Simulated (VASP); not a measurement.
Crystal: BaTiO3.

```
CELL_PARAMETERS angstrom
4.00600 0.00000 0.00000
0.00000 4.00600 0.00000
0.00000 0.00000 4.00600
ATOMIC_POSITIONS crystal
Ba 0.50000 0.50000 0.50000
Ti 0.00000 0.00000 0.00000
O 0.50000 0.00000 0.00000
O 0.00000 0.50000 0.00000
O 0.00000 0.00000 0.50000
```

* Program: VASP 6.6.1
* Task: relaxation of cell and atoms
* Functional: RPBE
* Potentials or basis: VASP PAW PBE potentials, release 64 (Ba_sv, Ti_sv, O)
* Cutoff: 600 eV
* k mesh: 8 × 8 × 8
* Occupations: gaussian, width 0.03 eV
* Spin: no spin polarisation

At the start: pressure 7.5 GPa; volume 12.86 Å³/atom.

Task: How do energy, volume and symmetry change on relaxing?

Result: Over 3 steps the energy falls by 13.5 meV/atom and the volume is 13.46 Å³/atom (+4.7 %); space group Pm-3m (No. 221, to 0.05 Å).

Step by step:
| step | energy change (eV) | largest force (eV/Å) | pressure (GPa) | volume (Å³) |
| --- | --- | --- | --- | --- |
| 1 | 0.0000 | 0.0000 | 7.54 | 64.29 |
| 2 | -0.0193 | 0.0000 | -5.40 | 70.08 |
| 3 | -0.0677 | 0.0000 | -0.02 | 67.32 |

Final structure:
```
Ba Ti O
1.0
     4.06803    0.00000    0.00000
     0.00000    4.06803    0.00000
     0.00000    0.00000    4.06803
Ba Ti O
1 1 3
Direct
  0.50000 0.50000 0.50000
  0.00000 0.00000 0.00000
  0.50000 0.00000 0.00000
  0.00000 0.50000 0.00000
  0.00000 0.00000 0.50000
```

Caveat: the PAW data sets were made with another functional, which shifts forces and pressure a little.
